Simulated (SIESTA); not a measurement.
Ta2N:

```
Ta N
1.0
     3.11286    0.00000    0.00000
    -1.55643    2.69582    0.00000
     0.00000    0.00000    4.86984
Ta N
2 1
Direct
  0.33333 0.66667 0.25471
  0.66667 0.33333 0.74529
  0.00000 0.00000 0.00000
```

The cell comes from a database or a generator and needn't be the stable form of this composition.

| Quantity | Value |
| --- | --- |
| Program | SIESTA 5.4.2 |
| Task | single point |
| Functional | PBE |
| Potentials or basis | PseudoDojo 0.4 standard (PBE files) |
| Basis | DZP (energy shift 0.003 Ry; two zetas on semicore shells) |
| Grid cutoff | 800 Ry |
| Energy shift | 0.003 Ry |
| k mesh | 10 × 10 × 6 |
| Occupations | fermi-dirac, width 0.05 eV |
| Spin | no spin polarisation |

On this cell: pressure 1.8 GPa; largest force 0.539 eV/Å; band gap on the k mesh none (metal or under the smearing width).

The same run follows on a disturbed copy (atoms moved at random, drawn with an rms of 0.05 Å):

```
Ta N
1.0
     3.11286    0.00000    0.00000
    -1.55643    2.69582    0.00000
     0.00000    0.00000    4.86984
Ta N
2 1
Direct
  0.32460 0.65342 0.25129
  0.69069 0.34223 0.74321
  0.99834 0.00588 0.00396
```

Q: What does the disturbed cell give?

A: The energy (extrapolated to zero smearing) moves by +12.2 meV/atom; pressure 2.5 GPa; largest force 1.017 eV/Å; band gap on the k mesh none (metal or under the smearing width).

Forces on the atoms (eV/Å):
```
Ta  -0.041  0.406  0.931
Ta  -0.483 -0.003 -0.446
N    0.523 -0.403 -0.484
```

Stress tensor (GPa, compression positive):
```
2.37 0.02 1.13
0.02 2.82 1.24
1.13 1.24 2.30
```

Caveats: short orbitals over semicore shells can move pressures by several GPa; the basis of atomic orbitals isn't converged, which shifts pressures, moduli and gaps.
